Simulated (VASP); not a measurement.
# Si (I4/mmm) in VASP: notebook, part 3 of 3

VASP 6.6.1. The steps go on from the part before.

## 5. Relaxation of the atoms, RPBE (cell strained at random at fixed volume)

The input, INCAR:

```
  PREC = Accurate
  ENCUT = 520
  EDIFF = 1E-6
  ISMEAR = 0
  SIGMA = 0.05
  LREAL = F
  LASPH = T
  NELM = 80
  ALGO = Fast
  ISIF = 2
  LWAVE = F
  LCHARG = F
  GGA = RP
  IBRION = 2
  NSW = 40
  EDIFFG = -0.01
```

The input, KPOINTS:

```
regular mesh
0
Gamma
  8 8 8
```

The input, POSCAR:

```
Si
1.0
   -3.3018240000      3.3418880000      1.8482850000
    3.3161900000     -3.4258320000      2.0183450000
    3.2433010000      3.3673090000     -1.9934940000
Si
4
Selective dynamics
Direct
    0.8211989400      0.1788010600      0.0000000000  F F F
    0.1788010600      0.8211989400      0.0000000000  T T T
    0.8211989400      0.8211989400      0.6423978800  T T T
    0.1788010600      0.1788010600      0.3576021200  T T T
```

Potentials or basis: VASP PAW PBE potentials, release 64 (Si).

Run with:

```sh
$ cat potpaw_PBE.64/Si/POTCAR > POTCAR
$ mpirun -np 1 vasp_std > vasp.out
```

OUTCAR:

```text
PREC = Accurate
   ENCUT = 520
   EDIFF = 1E-6
   ISMEAR = 0
   LREAL = F
   LASPH = T
   NELM = 80
   ISIF = 2
   GGA = RP
   IBRION = 2
   NSW = 40
   EDIFFG = -0.01

 ion  position               nearest neighbor table
   1  0.821  0.179  0.000-   2 2.32   3 2.35   2 2.40   4 2.40
   2  0.179  0.821  0.000-   1 2.32   4 2.35   1 2.40   3 2.40
   3  0.821  0.821  0.642-   4 2.32   1 2.35   4 2.37   2 2.40
   4  0.179  0.179  0.358-   3 2.32   2 2.35   3 2.37   1 2.40

  LATTYP: Found a triclinic cell.
 ALAT       =    10.5061197297
 B/A-ratio  =     1.0155787267
 C/A-ratio  =     1.0121254044
 COS(alpha) =     0.0027022119
 COS(beta)  =     0.5989290515
 COS(gamma) =     0.7992336943

  Lattice vectors:

 A1 = (  -9.8171580000,  -3.2248420000,  -1.8979870000)
[... 412 lines left out ...]
      2      -2.2321      2.00000
      3      -0.0918      2.00000
      4       0.0898      2.00000
      5       1.8103      2.00000
      6       3.9026      2.00000
      7       4.0370      2.00000
      8       4.9908      2.00000
      9       6.6848      0.00000
     10       7.1514      0.00000
     11       7.4107      0.00000
     12       7.7592      0.00000
[... 331 lines left out ...]
 k-point    24 :       0.2500    0.3750    0.0000
  band No.  band energies     occupation
      1      -4.5695      2.00000
      2      -3.1285      2.00000
      3      -2.0967      2.00000
      4      -0.0481      2.00000
      5       1.1064      2.00000
      6       2.7141      2.00000
      7       3.6188      2.00000
      8       3.9576      2.00000
      9       7.0441      0.00000
     10       7.5386      0.00000
     11       8.2749      0.00000
     12       8.6332      0.00000

 [... further k-points ...]

------------------------ aborting loop because EDIFF is reached ----------------------------------------

  FORCE on cell =-STRESS in cart. coord.  units (eV):
  Direction    XX          YY          ZZ          XY          YZ          ZX
  --------------------------------------------------------------------------------------
  -------------------------------------------------------------------------------------
  Total        2.0447776      1.0486431      0.9254343      0.2932741      1.1916124     -0.2344224
  in kB       38.5262542     19.7577915     17.4363794      5.5256634     22.4515175     -4.4168214
  external PRESSURE =      25.2401417 kB  Pullay stress =       0.0000000 kB
[... 19 lines left out ...]
  FREE ENERGIE OF THE ION-ELECTRON SYSTEM (eV)
  ---------------------------------------------------
  free  energy   TOTEN  =       -20.2196125729 eV

  energy  without entropy=      -20.2195929664  energy(sigma->0) =      -20.21960277

 reached required accuracy - stopping structural energy minimisation
```

OSZICAR:

```text
N       E                     dE             d eps       ncg     rms          rms(c)
DAV:   1     0.334537157929E+02    0.33454E+02   -0.60799E+03  6240   0.108E+03
DAV:   2    -0.181383256118E+02   -0.51592E+02   -0.47225E+02  8608   0.140E+02
DAV:   3    -0.205130672130E+02   -0.23747E+01   -0.23356E+01  8144   0.293E+01
[... 89 lines left out ...]
       N       E                     dE             d eps       ncg     rms          rms(c)
DAV:   1    -0.202196046147E+02   -0.16502E-04   -0.20791E-03  6248   0.306E-01    0.184E-02
RMM:   2    -0.202196111630E+02   -0.65483E-05   -0.75229E-05  6240   0.737E-02    0.924E-03
RMM:   3    -0.202196122607E+02   -0.10977E-05   -0.14825E-05  6259   0.358E-02    0.314E-03
RMM:   4    -0.202196125729E+02   -0.31225E-06   -0.29439E-06  4611   0.162E-02
  14 F= -.20219613E+02 E0= -.20219603E+02  d E =-.244470E-04
```

CONTCAR:

```text
Si
   1.00000000000000
    -3.3018239999999999    3.3418880000000000    1.8482850000000000
     3.3161900000000002   -3.4258320000000002    2.0183450000000001
     3.2433010000000002    3.3673090000000001   -1.9934940000000001
  Si
     4
Selective dynamics
Direct
     0.8211989400000022    0.1788010599999978    0.0000000000000000   F   F   F
     0.1692644958022829    0.8090467074575562    0.9933463027588230   T   T   T
     0.8217052860525148    0.8174343733645902    0.6393308597565922   T   T   T
     0.1702389592457272    0.1719443796581279    0.3539541267332409   T   T   T

  0.00000000E+00  0.00000000E+00  0.00000000E+00
  0.00000000E+00  0.00000000E+00  0.00000000E+00
  0.00000000E+00  0.00000000E+00  0.00000000E+00
  0.00000000E+00  0.00000000E+00  0.00000000E+00
```

Run time: 23 min. Hardware: 1 thread of Intel Xeon Platinum 8559C (Emerald Rapids), shared host; peak memory 0.4 GiB.

Results:

```
Free energy               : -20.2196 eV
Energy gained by relaxing : 4.1 meV/atom
Ionic steps               : 14
Pressure after relaxing   : 2.5 GPa
Band gap on the k mesh    : 0.14 eV, indirect (least direct gap 0.18 eV)
```

The path:
| step | energy change (eV) | largest force (eV/Å) | pressure (GPa) |
| --- | --- | --- | --- |
| 1 | 0.0000 | 0.4559 | 2.73 |
| 2 | -0.0137 | 0.2368 | 2.57 |
| 3 | -0.0140 | 0.2008 | 2.55 |
| 4 | -0.0157 | 0.1131 | 2.54 |
| 5 | -0.0157 | 0.0969 | 2.54 |
| 6 | -0.0160 | 0.0696 | 2.53 |
| 7 | -0.0161 | 0.0469 | 2.53 |
| 8 | -0.0162 | 0.0312 | 2.52 |
| 9 | -0.0163 | 0.0454 | 2.52 |
| 10 | -0.0164 | 0.0326 | 2.52 |
| 11 | -0.0164 | 0.0271 | 2.52 |
| 12 | -0.0165 | 0.0191 | 2.52 |
| 13 | -0.0165 | 0.0191 | 2.52 |
| 14 | -0.0165 | 0.0093 | 2.52 |

Final structure:
```yaml
crystal:
  lattice:
    - [-3.30182, 3.34189, 1.84828]
    - [3.31619, -3.42583, 2.01835]
    - [3.24330, 3.36731, -1.99349]
  atoms:
    - { symbol: Si, position: [0.82120, 0.17880, 0.00000] }
    - { symbol: Si, position: [0.16926, 0.80905, 0.99335] }
    - { symbol: Si, position: [0.82171, 0.81743, 0.63933] }
    - { symbol: Si, position: [0.17024, 0.17194, 0.35395] }
```

Levels at points of the mesh, in eV from the valence-band top:
```
           k point  band 6  band 7  band 8  band 9  band 10  band 11
(0.00, 0.00, 0.00)   -1.81   -1.68   -0.72    0.97     1.44     1.70
(0.50, 0.00, 0.00)   -3.71   -2.79   -1.38    0.36     2.55     3.21
(0.00, 0.50, 0.00)   -3.63   -2.46   -1.58    0.87     2.19     2.83
(0.50, 0.50, 0.00)   -2.22   -2.02   -1.87    1.45     1.68     1.81
(0.00, 0.00, 0.50)   -2.27   -1.98   -1.87    1.40     1.68     1.96
(0.50, 0.00, 0.50)   -3.64   -2.51   -1.49    0.78     2.39     2.89
(0.00, 0.50, 0.50)   -3.53   -2.45   -1.86    0.94     1.85     2.81
(0.50, 0.50, 0.50)   -0.56   -0.20    0.00    0.18     2.91     3.39
```

Caveat: the PAW data sets were made with another functional, which shifts forces and pressure a little. A k mesh can miss the band edges.

## 6. For comparison

An earlier run on the cell as given: functional PBE; potentials or basis VASP PAW PBE potentials, release 64 (Si); cutoff 520 eV; k mesh 8 × 8 × 8; occupations fermi-dirac, width 0.05 eV; no spin polarisation.

- Pressure: 1.3 GPa
- Largest force: 0.008 eV/Å
- Band gap on the k mesh: 0.26 eV, indirect (least direct gap 0.39 eV)

## 7. Overview

| task | level | potentials or basis | spin | cell | k mesh | cutoff (eV) | smearing | grid for exact exchange (PRECFOCK) | screening parameter | atoms held fixed (from 0) | mesh quality | gap on the mesh (eV) | pressure (GPa) | largest force (eV/Å) |
| --- | --- | --- | --- | --- | --- | --- | --- | --- | --- | --- | --- | --- | --- | --- |
| single point | PBE | VASP PAW PBE potentials, release 64 (Si_GW) | off | as given | 8 × 8 × 8 | 550 | gaussian 0.05 eV | - | - | - | not flagged | 0.26 | 1.4 | 0.01 |
| single point | HSE06+D3(BJ) | VASP PAW PBE potentials, release 64 (Si) | collinear, ferromagnetic start | as given | 4 × 4 × 4 | 520 | gaussian 0.05 eV | Fast | 0.2 1/A | - | coarse | 0.84 | -2.7 | 0.01 |
| relaxation of the atoms | RPBE | VASP PAW PBE potentials, release 64 (Si) | off | atoms relaxed from: cell strained at random at fixed volume | 8 × 8 × 8 | 520 | gaussian 0.05 eV | - | - | [0] | not flagged | 0.14 | 2.5 | - |
| single point | PBE | VASP PAW PBE potentials, release 64 (Si) | off | as given | 8 × 8 × 8 | 520 | fermi-dirac 0.05 eV | - | - | - | not flagged | 0.26 | 1.3 | 0.01 |

Caveats: some runs use coarse meshes; the PAW data sets were made with another functional, which shifts forces and pressure a little (some runs).

Absolute energies hang on the potentials; compare differences alone.
